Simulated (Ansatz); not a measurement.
HfO2:

```
Hf O
1.0
     4.81353    0.00000    0.00000
     0.00000    4.81353    0.00000
     0.00000    0.00000    3.20542
Hf O
2 4
Direct
  0.50000 0.50000 0.50000
  0.00000 0.00000 0.00000
  0.80504 0.19496 0.50000
  0.69496 0.69496 0.00000
  0.30504 0.30504 0.00000
  0.19496 0.80504 0.50000
```

Measurements of this composition are mostly on another form, of space group No. 14.

Base run:

```yaml
Program: Ansatz 0.2.0
Functional: BLYP
Potentials_or_basis: Ansatz PAW
Cutoff: "420 eV (not typed: the program's choice for these potentials)"
k_mesh: 6 × 6 × 8
Occupations: fermi-dirac, width 0.05 eV
Spin: no spin polarisation
```

Its results: band gap on the k mesh 4.06 eV, direct; pressure 13.9 GPa; largest force 0.147 eV/Å.

Q: The run is repeated on the same cell with these changes: functional from BLYP to revPBE. What comes out?

A: Band gap on the k mesh 4.12 eV, direct; pressure 11.8 GPa; largest force 0.101 eV/Å.

Caveats: spin-orbit coupling is left out, which moves the levels of the heavy elements; the PAW data sets come from PBE, with cores solved anew for the run's functional, which leaves a small shift of forces and pressure.
